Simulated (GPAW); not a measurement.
# Al2Au (Fm-3m) in GPAW: notebook

One crystal, Al2Au, is run at these levels: PBEsol, LDA; tasks: band structure, equation of state.

Everything below comes from runs of GPAW 26.7.0. Logs are shortened: lines on timing, memory, paths and dates and some standing lists are left out, and cuts for length are marked. The log counts tension as positive stress, the text compression.

### Step 1. The structure

The structure is cubic, space group Fm-3m (No. 225). Conventional cell: a = 6.000 Å, b = 6.000 Å, c = 6.000 Å, α = 90.00°, β = 90.00°, γ = 90.00°. Au (site symmetry m-3m) has 8 Al at 2.60 Å as nearest neighbours. Al (site symmetry -43m) has 4 Au at 2.60 Å as nearest neighbours.

### Step 2. Band structure, PBEsol

The input, run.py:

```python
from ase import Atoms
from ase.dft.bandgap import bandgap
from ase.io import write
from ase.units import GPa
from gpaw import GPAW, PW, setup_paths

setup_paths.insert(0, '.')

atoms = Atoms(['Au', 'Al', 'Al'],
              cell=[[0.0, 3.0, 3.0],
                    [3.0, 0.0, 3.0],
                    [3.0, 3.0, 0.0]],
              scaled_positions=[[0.0, 0.0, 0.0],
                                [0.75, 0.75, 0.75],
                                [0.25, 0.25, 0.25]],
              pbc=True)

calc = GPAW(mode=PW(600),
            xc='PBEsol',
            kpts={'size': (8, 8, 8), 'gamma': True},
            occupations={'name': 'fermi-dirac', 'width': 0.05},
            nbands=20,
            convergence={'density': 1e-05, 'energy': 1e-05},
            maxiter=150,
            txt='gpaw.txt')
atoms.calc = calc
energy = atoms.get_potential_energy()
forces = atoms.get_forces()
stress = atoms.get_stress()
calc.write('gs.gpw')
write('result.traj', atoms)
print(f'Energy: {energy:.6f} eV')
print('Forces (eV/A):')
print(forces.round(4))
print('Stress (GPa):', (stress / GPa).round(3))
print('Fermi level:', round(calc.get_fermi_level(), 4), 'eV')
print(f'Gap: {bandgap(calc)[0]:.4f} eV, direct: {bandgap(calc, direct=True)[0]:.4f} eV')

path = atoms.cell.bandpath('GXWKGLUWLK,UX', npoints=80, eps=1e-4)
bs_calc = calc.fixed_density(kpts=path, symmetry='off', nbands=33,
                             convergence={'bands': 'CBM+6.0', 'eigenstates': 1e-6}, txt='bands.txt')
bs = bs_calc.band_structure()
bs.write('bs.json')
print(f'Gap on the path: {bandgap(bs_calc)[0]:.4f} eV')
```

Potentials or basis: PAW data sets generated in the run's folder for this functional, pw.

Started as:

```sh
$ gpaw-setup -f PBEsol Al Au
$ OMP_NUM_THREADS=1 python run.py
```

gpaw.txt:

```text
__  _  _
 | _ |_)|_||  |
 |__||  | ||/\| - 26.7.0

Input parameters:
  mode=PW(ecut=600.0),
  convergence={'density': 1e-05, 'energy': 1e-05},
  kpts=MonkhorstPack(size=(8, 8, 8), gamma=True),
  maxiter=150,
  nbands=20,
  occupations=Occupations(name='fermi-dirac', width=0.05),
  xc=XC(name='PBEsol')

Diagonalizing LCAO Hamiltonian
Converting LCAO to pw mode

                     Al

            Al

       Au

Atoms  # Å, Bohr magnetons
|   | symbol |        x |        y |        z |    initial magnetic moments |
|---|--------|----------|----------|----------|-----------------------------|
| 0 |     Au | 0.000000 | 0.000000 | 0.000000 | ( 0.0000,  0.0000,  0.0000) |
| 1 |     Al | 4.500000 | 4.500000 | 4.500000 | ( 0.0000,  0.0000,  0.0000) |
| 2 |     Al | 1.500000 | 1.500000 | 1.500000 | ( 0.0000,  0.0000,  0.0000) |

Unit cell  # Å
| periodic |        x |        y |        z |  lengths |    angles |
|----------|----------|----------|----------|----------|-----------|
|      yes | 0.000000 | 3.000000 | 3.000000 | 4.242641 | 60.000000 |
|      yes | 3.000000 | 0.000000 | 3.000000 | 4.242641 | 60.000000 |
|      yes | 3.000000 | 3.000000 | 0.000000 | 4.242641 | 60.000000 |

Number of symmetries: 48
Symmetry operations  # r_c * U_cc + t_c -> r_c
|    | kind |            matrix            |
|----|------|------------------------------|
|  0 |  σ   |  1, 0, 0,  1, 0,-1,  1,-1, 0 |
|  1 |  C2  |  1, 0, 0,  1,-1, 0,  1, 0,-1 |
|  2 |  E   |  1, 0, 0,  0, 1, 0,  0, 0, 1 |
|  3 |  σ   |  1, 0, 0,  0, 0, 1,  0, 1, 0 |
|  4 |  C4  |  1, 0,-1,  1, 0, 0,  1,-1, 0 |
|  5 |  S6  |  1, 0,-1,  1,-1, 0,  1, 0, 0 |
|  6 |  σ   |  1, 0,-1,  0, 1,-1,  0, 0,-1 |
|  7 |  C3  |  1, 0,-1,  0, 0,-1,  0, 1,-1 |
|  8 |  S6  |  1,-1, 0,  1, 0, 0,  1, 0,-1 |
|  9 |  C4  |  1,-1, 0,  1, 0,-1,  1, 0, 0 |
| 10 |  C3  |  1,-1, 0,  0,-1, 1,  0,-1, 0 |
| 11 |  σ   |  1,-1, 0,  0,-1, 0,  0,-1, 1 |
| 12 |  σ   |  0, 1, 0,  1, 0, 0,  0, 0, 1 |
| 13 |  C4  |  0, 1, 0,  0, 1,-1, -1, 1, 0 |
| 14 |  C3  |  0, 1, 0,  0, 0, 1,  1, 0, 0 |
| 15 |  S6  |  0, 1, 0, -1, 1, 0,  0, 1,-1 |
| 16 |  C2  |  0, 1,-1,  1, 0,-1,  0, 0,-1 |
| 17 |  σ   |  0, 1,-1,  0, 1, 0, -1, 1, 0 |
| 18 |  S4  |  0, 1,-1,  0, 0,-1,  1, 0,-1 |
| 19 |  C4  |  0, 1,-1, -1, 1, 0,  0, 1, 0 |
| 20 |  C3  |  0, 0, 1,  1, 0, 0,  0, 1, 0 |
| 21 |  σ   |  0, 0, 1,  0, 1, 0,  1, 0, 0 |
| 22 |  S6  |  0, 0, 1,  0,-1, 1, -1, 0, 1 |
| 23 |  C4  |  0, 0, 1, -1, 0, 1,  0,-1, 1 |
| 24 |  S4  |  0, 0,-1,  1, 0,-1,  0, 1,-1 |
| 25 |  C3  |  0, 0,-1,  0, 1,-1,  1, 0,-1 |
| 26 |  C2  |  0, 0,-1,  0,-1, 0, -1, 0, 0 |
| 27 |  S6  |  0, 0,-1, -1, 0, 0,  0,-1, 0 |
| 28 |  S4  |  0,-1, 1,  1,-1, 0,  0,-1, 0 |
| 29 |  C4  |  0,-1, 1,  0, 0, 1, -1, 0, 1 |
| 30 |  C2  |  0,-1, 1,  0,-1, 0,  1,-1, 0 |
| 31 |  σ   |  0,-1, 1, -1, 0, 1,  0, 0, 1 |
| 32 |  C3  |  0,-1, 0,  1,-1, 0,  0,-1, 1 |
| 33 |  S6  |  0,-1, 0,  0, 0,-1, -1, 0, 0 |
| 34 |  S4  |  0,-1, 0,  0,-1, 1,  1,-1, 0 |
| 35 |  C2  |  0,-1, 0, -1, 0, 0,  0, 0,-1 |
| 36 |  C2  | -1, 1, 0,  0, 1, 0,  0, 1,-1 |
| 37 |  S6  | -1, 1, 0,  0, 1,-1,  0, 1, 0 |
| 38 |  S4  | -1, 1, 0, -1, 0, 1, -1, 0, 0 |
| 39 |  C3  | -1, 1, 0, -1, 0, 0, -1, 0, 1 |
| 40 |  S6  | -1, 0, 1,  0, 0, 1,  0,-1, 1 |
| 41 |  C2  | -1, 0, 1,  0,-1, 1,  0, 0, 1 |
| 42 |  C3  | -1, 0, 1, -1, 1, 0, -1, 0, 0 |
| 43 |  S4  | -1, 0, 1, -1, 0, 0, -1, 1, 0 |
| 44 |  C2  | -1, 0, 0,  0, 0,-1,  0,-1, 0 |
| 45 |  i   | -1, 0, 0,  0,-1, 0,  0, 0,-1 |
| 46 |  σ   | -1, 0, 0, -1, 1, 0, -1, 0, 1 |
| 47 |  C2  | -1, 0, 0, -1, 0, 1, -1, 1, 0 |

BZ-sampling:
  Number of BZ points: 512
  Number of IBZ points: 29

  Monkhorst-Pack size: [8, 8, 8]
  Monkhorst-Pack shift: [0.0625, 0.0625, 0.0625]

K-points  # in reciprocal-cell coordinates
|     |                                coordinates |     weight |
|-----|--------------------------------------------|------------|
|   0 | (  0.00000000,   0.00000000,   0.00000000) | 0.00195312 |
|   1 | (  0.12500000,   0.12500000,   0.00000000) | 0.01171875 |
|   2 | (  0.12500000,   0.12500000,   0.12500000) | 0.01562500 |
|   3 | (  0.25000000,   0.12500000,   0.12500000) | 0.02343750 |
|   4 | (  0.25000000,   0.25000000,   0.00000000) | 0.01171875 |
|   5 | (  0.25000000,   0.25000000,   0.12500000) | 0.04687500 |
|   6 | (  0.25000000,   0.25000000,   0.25000000) | 0.01562500 |
|   7 | (  0.37500000,   0.25000000,  -0.37500000) | 0.04687500 |
|   8 | (  0.37500000,   0.25000000,   0.12500000) | 0.04687500 |
|   9 | (  0.37500000,   0.25000000,   0.25000000) | 0.04687500 |
| ... |                                            |            |
|  28 | (  0.50000000,   0.50000000,   0.50000000) | 0.00781250 |

Plane wave coefficients: 1826
Cutoff: 600.0 eV

Spin-components: 1 (collinear spins)
Bands:           20
Projectors:      16
Spin-degeneracy: 2
Datatype:        complex128

Parallelization:
  kpt:    1
  domain: 1
  band:   1

Density:
  Valence electrons: 17.0
  Components: 1
  Grid points: [24 24 24]
  Charge: 0.0  # |e|

Potential:
  Grid points: [24 24 24]

species:
  Au:
    name:    Gold
    Z:       79.0
    valence: 11
    core:    68
    charge:  0.0  # [|e|]
    compensation charges:
      type: gauss
      rc: 0.42  # [Å]
      lmax: 2
    cutoffs:
      filter: 2.33  # [Å]
      core: 2.81  # [Å]
    projectors
    | kind |    occ | energy [eV] | rcut [Å] |
    |------|--------|-------------|----------|
    |   6s |  1.000 |      -5.766 |    1.323 |
    |   6p |  0.000 |      -0.708 |    1.323 |
    |   5d | 10.000 |      -6.915 |    1.323 |
    |    s |        |      21.446 |    1.323 |
    |    p |        |      26.504 |    1.323 |
    |    d |        |      20.296 |    1.323 |

    Using partial waves for Au as LCAO basis

  Al:
    name:    Aluminium
    Z:       13.0
    valence: 3
    core:    10
    charge:  0.0  # [|e|]
    compensation charges:
      type: gauss
      rc: 0.34  # [Å]
      lmax: 2
    cutoffs:
      filter: 1.91  # [Å]
      core: 2.36  # [Å]
    projectors
    | kind |    occ | energy [eV] | rcut [Å] |
    |------|--------|-------------|----------|
    |   3s |  2.000 |      -7.715 |    1.085 |
    |   3p |  1.000 |      -2.689 |    1.085 |
    |    s |        |      19.497 |    1.085 |
    |    p |        |      24.522 |    1.085 |
    |    d |        |       0.000 |    1.085 |

    Using partial waves for Al as LCAO basis

Reference energy: -529635.911176  # eV

eigensolver:
  PPCG
  Converge bands: occupied
  niter=2

density mixing:
  MSR1-Mixer
  Pratt-step length: 0.05
  Maximum mixing coefficient: 0.75
  Old densities: 10
  SVD Regularization: 0.005
  Good broyden scale: 1.0
  Trust region scale: 1.0
  Backstep threshold: 4.0
  History deletion threshold: 6.0
  Fourier metric: weight=20.0, sigma=0.015

occupation numbers:
  Fermi-Dirac:
    width: 0.0500  # eV

poisson solver:
  ecut: 4800.0  # eV

xc functional:
  name: PBEsol with 2 nearest neighbor stencil

convergence criteria:
- Maximum integral of absolute [dens]ity change: 1e-05 electrons / valence electron
- Maximum [total energy] change in last 3 cyles: 1e-05 eV / valence electron
- Maximum integral of absolute [eigenst]ate change: 4e-08 eV^2 / valence electron
maximum number of iterations: 150

SCF iterations
|iter     | |      energy | eigst |  dens |
|---------|-|-------------|-------|-------|
|iter:   1| |  -15.185469 | +0.35 |       |
|iter:   2| |  -14.624543 | -2.00 | -0.77 |
|iter:   3| |  -13.435828 | -1.22 | -0.83 |
|iter:   4| |  -13.391886 | -3.07 | -1.32 |
|iter:   5| |  -13.378797 | -3.29 | -1.63 |
|iter:   6| |  -13.378689 | -5.02 | -2.55 |
|iter:   7| |  -13.378687c| -5.34 | -2.94 |
|iter:   8| |  -13.378687c| -7.47c| -3.99 |
|iter:   9| |  -13.378687c| -7.78c| -4.35 |
|iter:  10| |  -13.378688c| -8.84c| -5.55c|

Converged in 10 steps
Energy contributions relative to reference atoms: (reference = -529635.911176)

Energy contributions:
  Kinetic:         -11.628682
  Coulomb:          11.402352
  Zero:              0.259615
  External:          0.000000
  Xc:              -13.407714
  Entropy:          -0.008518
  Spinorbit:         0.000000
  ----------------------------
  Free energy:     -13.382947
  Extrapolated:    -13.378688

dipole moment: (-21.306791, -21.306791, -21.306791)  # |e|*Ang

Fermi level: 7.339
Eigenvalues  # (at kpt = [0.000, 0.000, 0.000])
| band index |      eig [eV] | occ [0-2] |
|------------|---------------|-----------|
|          0 |        -3.218 |     2.000 |
|          1 |         0.732 |     2.000 |
|          2 |         0.732 |     2.000 |
|          3 |         0.732 |     2.000 |
|          4 |         1.666 |     2.000 |
|          5 |         1.666 |     2.000 |
|          6 |         9.691 |     0.000 |
|          7 |        10.260 |     0.000 |
|          8 |        10.260 |     0.000 |
|          9 |        10.260 |     0.000 |
|         10 |        11.260 |     0.000 |
|         11 |        11.260 |     0.000 |
|         12 |        11.260 |     0.000 |
|         13 |        13.157 |     0.000 |
|        ... |               |           |
|         19 |        18.598 |     0.000 |

No gap
No difference between direct/indirect transitions

Forces  # eV/Ang
|        x |        y |       z |
|----------|----------|---------|
|  0.00000 |  0.00000 | 0.00000 |  # Au   0
|  0.00000 |  0.00000 | 0.00000 |  # Al   1
| -0.00000 | -0.00000 | 0.00000 |  # Al   2

Stress tensor  # eV/Ang^3
|         x |         y |         z |
|-----------|-----------|-----------|
| -0.002897 |  0.000000 | -0.000000 |
|  0.000000 | -0.002897 | -0.000000 |
| -0.000000 | -0.000000 | -0.002897 |

# Writing to gs.gpw (mode='')
```

It took 53 s on 1 thread of Arm Neoverse V2, shared host; peak memory 0.3 GiB.

What came out:

```
Free energy             : -13.3829 eV
Pressure                : 0.5 GPa
Band gap along the path : none (metal or under the smearing width)
```

Levels at the corners of the path, in eV from the Fermi level:
| point | band 7 | band 8 | band 9 | band 10 | band 11 | band 12 |
| --- | --- | --- | --- | --- | --- | --- |
| Γ | 2.35 | 2.92 | 2.92 | 2.92 | 3.92 | 3.92 |
| X | -5.04 | -2.12 | -2.12 | 1.28 | 2.03 | 7.83 |
| W | -4.03 | -4.03 | -2.22 | 4.17 | 4.17 | 5.25 |
| K | -4.62 | -3.42 | -1.37 | 1.83 | 4.38 | 6.12 |
| Γ | 2.35 | 2.92 | 2.92 | 2.92 | 3.92 | 3.92 |
| L | -5.46 | 0.36 | 0.36 | 3.32 | 3.61 | 3.81 |
| U | -4.62 | -3.42 | -1.37 | 1.83 | 4.38 | 6.12 |
| W | -4.03 | -4.03 | -2.22 | 4.17 | 4.17 | 5.25 |
| L | -5.46 | 0.36 | 0.36 | 3.32 | 3.61 | 3.81 |
| K | -4.62 | -3.42 | -1.37 | 1.83 | 4.38 | 6.12 |
| U | -4.62 | -3.42 | -1.37 | 1.83 | 4.38 | 6.12 |
| X | -5.04 | -2.12 | -2.12 | 1.28 | 2.03 | 7.83 |

Caveat: with this Au data set, volumes or pressures lay over 1.5 % or 2 GPa off other programs in two to four cells of ten; spin-orbit coupling is left out, which moves the levels of the heavy elements.

### Step 3. Band structure, LDA

Changes to run.py since step 2:

```diff
@@ -4,5 +4,3 @@
 from ase.units import GPa
-from gpaw import GPAW, PW, setup_paths
-
-setup_paths.insert(0, '.')
+from gpaw import GPAW, PW
 
@@ -18,3 +16,3 @@
 calc = GPAW(mode=PW(600),
-            xc='PBEsol',
+            xc='LDA',
             kpts={'size': (8, 8, 8), 'gamma': True},
```

Potentials or basis: the program's PAW data sets (release 1.2.1) made for this functional, pw.

Started as:

```sh
$ OMP_NUM_THREADS=1 python run.py
```

Wall time 50 s (1 thread of Arm Neoverse V2, shared host); peak memory 0.3 GiB.

Results (log left out):

```
Free energy             : -14.2691 eV
Pressure                : -2.3 GPa
Band gap along the path : none (metal or under the smearing width)
```

Levels at the corners of the path, in eV from the Fermi level:
| point | band 5 | band 6 | band 7 | band 8 | band 9 | band 10 | band 11 | band 12 | band 13 | band 14 |
| --- | --- | --- | --- | --- | --- | --- | --- | --- | --- | --- |
| Γ | -5.66 | -5.66 | 2.22 | 2.93 | 2.93 | 2.93 | 3.93 | 3.93 | 3.93 | 5.82 |
| X | -5.80 | -5.36 | -5.05 | -2.09 | -2.09 | 1.23 | 2.09 | 7.90 | 9.73 | 9.73 |
| W | -5.80 | -5.23 | -4.03 | -4.03 | -2.19 | 4.16 | 4.16 | 5.26 | 5.31 | 9.29 |
| K | -5.60 | -5.56 | -4.62 | -3.40 | -1.35 | 1.83 | 4.40 | 6.14 | 7.71 | 8.25 |
| Γ | -5.66 | -5.66 | 2.22 | 2.93 | 2.93 | 2.93 | 3.93 | 3.93 | 3.93 | 5.82 |
| L | -5.54 | -5.54 | -5.47 | 0.37 | 0.37 | 3.32 | 3.52 | 3.83 | 3.83 | 8.97 |
| U | -5.60 | -5.56 | -4.62 | -3.40 | -1.35 | 1.83 | 4.40 | 6.14 | 7.71 | 8.25 |
| W | -5.80 | -5.23 | -4.03 | -4.03 | -2.19 | 4.16 | 4.16 | 5.26 | 5.31 | 9.29 |
| L | -5.54 | -5.54 | -5.47 | 0.37 | 0.37 | 3.32 | 3.52 | 3.83 | 3.83 | 8.97 |
| K | -5.60 | -5.56 | -4.62 | -3.40 | -1.35 | 1.83 | 4.40 | 6.14 | 7.71 | 8.25 |
| U | -5.60 | -5.56 | -4.62 | -3.40 | -1.35 | 1.83 | 4.40 | 6.14 | 7.71 | 8.25 |
| X | -5.80 | -5.36 | -5.05 | -2.09 | -2.09 | 1.23 | 2.09 | 7.90 | 9.73 | 9.73 |

Caveat: with this Au data set, volumes or pressures lay over 1.5 % or 2 GPa off other programs in two to four cells of ten; spin-orbit coupling is left out, which moves the levels of the heavy elements.

### Step 4. Equation of state, LDA

The input, run.py:

```python
from ase import Atoms
from ase.eos import EquationOfState
from ase.io import Trajectory
from ase.units import GPa
from gpaw import GPAW, PW

atoms = Atoms(['Au', 'Al', 'Al'],
              cell=[[0.0, 3.0, 3.0],
                    [3.0, 0.0, 3.0],
                    [3.0, 3.0, 0.0]],
              scaled_positions=[[0.0, 0.0, 0.0],
                                [0.75, 0.75, 0.75],
                                [0.25, 0.25, 0.25]],
              pbc=True)

traj = Trajectory('eos.traj', 'w')
volumes, energies = [], []
for x in [0.94, 0.96, 0.98, 1.0, 1.02, 1.04, 1.06]:
    a = atoms.copy()
    a.set_cell(atoms.cell * x**(1 / 3), scale_atoms=True)
    calc = GPAW(mode=PW(600),
                xc='LDA',
                kpts={'size': (8, 8, 8), 'gamma': True},
                occupations={'name': 'fermi-dirac', 'width': 0.05},
                nbands=20,
                convergence={'density': 1e-05, 'energy': 1e-05},
                maxiter=150,
                txt=f'eos-{x:.2f}.txt')
    a.calc = calc
    energies.append(a.get_potential_energy(force_consistent=True))
    volumes.append(a.get_volume())
    p = -a.get_stress()[:3].mean() / GPa
    calc.write(f'eos-{x:.2f}.gpw')
    traj.write(a)
    print(f'{x:.2f} {volumes[-1]:10.4f} A^3 {energies[-1]:14.6f} eV {p:9.3f} GPa', flush=True)

v0, e0, B = EquationOfState(volumes, energies, eos='birchmurnaghan').fit()
print(f'V0 = {v0:.4f} A^3, E0 = {e0:.6f} eV, B0 = {B / GPa:.2f} GPa')
```

Started as:

```sh
$ OMP_NUM_THREADS=1 python run.py
```

Run time: 1.9 min. Hardware: 1 thread of Arm Neoverse V2, shared host; peak memory 0.23 GiB.

The run converged. Its results:

| Quantity | Value |
| --- | --- |
| Equilibrium volume | 17.65 Å³/atom |
| Bulk modulus | 121 GPa |
| Pressure derivative of the bulk modulus | 5.0 |

Energy against volume, from the lowest point:
| volume (Å³/atom) | energy (meV/atom) |
| --- | --- |
| 16.920 | 12.33 |
| 17.280 | 3.02 |
| 17.640 | 0.00 |
| 18.000 | 2.54 |
| 18.360 | 10.00 |
| 18.720 | 21.81 |
| 19.080 | 37.47 |

Caveat: with this Au data set, volumes or pressures lay over 1.5 % or 2 GPa off other programs in two to four cells of ten. Zero-point motion and thermal expansion aren't in these numbers.

### Step 5. Summary

```tsv
task	level	potentials or basis	band path	band points	pressure (GPa)
band structure	PBEsol	PAW data sets generated in the run's folder for this functional, pw	GXWKGLUWLK,UX	80	0.5
band structure	LDA	the program's PAW data sets (release 1.2.1) made for this functional, pw	GXWKGLUWLK,UX	80	-2.3
equation of state	LDA	the program's PAW data sets (release 1.2.1) made for this functional, pw	-	-	-
```

Alike in all rows: no spin polarisation; cell as given; k mesh 8 × 8 × 8; cutoff (eV) 600; smearing fermi-dirac 0.05 eV.

Caveats: with this Au data set, volumes or pressures lay over 1.5 % or 2 GPa off other programs in two to four cells of ten; spin-orbit coupling is left out, which moves the levels of the heavy elements (some runs).

Absolute energies hang on the potentials; compare differences alone.
